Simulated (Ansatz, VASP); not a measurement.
Given: the input of a run of VASP 6.6.1 on CdTe.

Contents of INCAR:

```
  PREC = Accurate
  ENCUT = 520
  EDIFF = 1E-7
  ISMEAR = -1
  SIGMA = 0.05
  LREAL = F
  LASPH = T
  NELM = 60
  ALGO = Normal
  ISIF = 2
  LWAVE = F
  LCHARG = F
  GGA = PE
  NBANDS = 16
```

Contents of KPOINTS:

```
Automatic mesh
0
Gamma
  7 7 7
```

The input POSCAR:

```
CdTe
1.0
    0.0000000000      3.2050000000      3.2050000000
    3.2050000000      0.0000000000      3.2050000000
    3.2050000000      3.2050000000      0.0000000000
Te Cd
1 1
Direct
    0.7430070000      0.7410670000      0.7510590000
    0.0049460000      0.0017800000     -0.0076110000
```

Potentials or basis: VASP PAW PBE potentials, release 64 (Te, Cd).

Launch:

```sh
$ cat potpaw_PBE.64/Te/POTCAR potpaw_PBE.64/Cd/POTCAR > POTCAR
$ mpirun -np 1 vasp_std > vasp.out
```

Task: Set up the same calculation for Ansatz 0.2.0. Potentials there: Ansatz PAW.

Result: As run (the cutoff follows the program's own potentials):

The input input.yaml:

```yaml
crystal:
  lattice:
    - [0.0, 3.205, 3.205]
    - [3.205, 0.0, 3.205]
    - [3.205, 3.205, 0.0]
  atoms:
    - { symbol: Te, position: [0.743007, 0.741067, 0.751059] }
    - { symbol: Cd, position: [0.004946, 0.00178, -0.007611] }
hamiltonian:
  xc: pbe
  pseudopotentials: { kind: paw }
kpoints:
  mp_grid: { grid: [7, 7, 7] }
scf:
  occupations: { method: fermi_dirac, width: 0.05 }
output:
  forces: true
  stress: true
  eigenvalues: true
```

Potentials or basis: Ansatz PAW.

Run with:

```console
$ ansatz run input.yaml --threads 1 --pin off --max-ram 3584MiB --backend cpu --events-out ev --progress --plain --runs-dir out
```

Both were run:

|  | VASP | Ansatz | Ansatz less VASP |
| --- | --- | --- | --- |
| gap on the k mesh at the Fermi level (eV) | 0.83 | 0.83 | +0.001 |
| least direct gap on the mesh (eV) | 0.83 | 0.83 | +0.001 |
| pressure (GPa) | 4.5 | 4.3 | -0.16 |
| largest component of the traceless stress (GPa) | 1.40 | 1.38 | -0.026 |
| rms of the force components (eV/Å) | 0.224 | 0.220 | -0.0036 |

Atom by atom the forces differ by 0.004 eV/Å (rms over components). The functional is the same, so the differences come from potentials, cutoffs and numerics. The two sets of potentials don't hold the same shells in valence.

Caveats: spin-orbit coupling is left out, which moves the levels of the heavy elements; odd divisions of the mesh miss points on the zone boundary, where band edges often lie, so the gap on the mesh can be too wide (Ansatz).
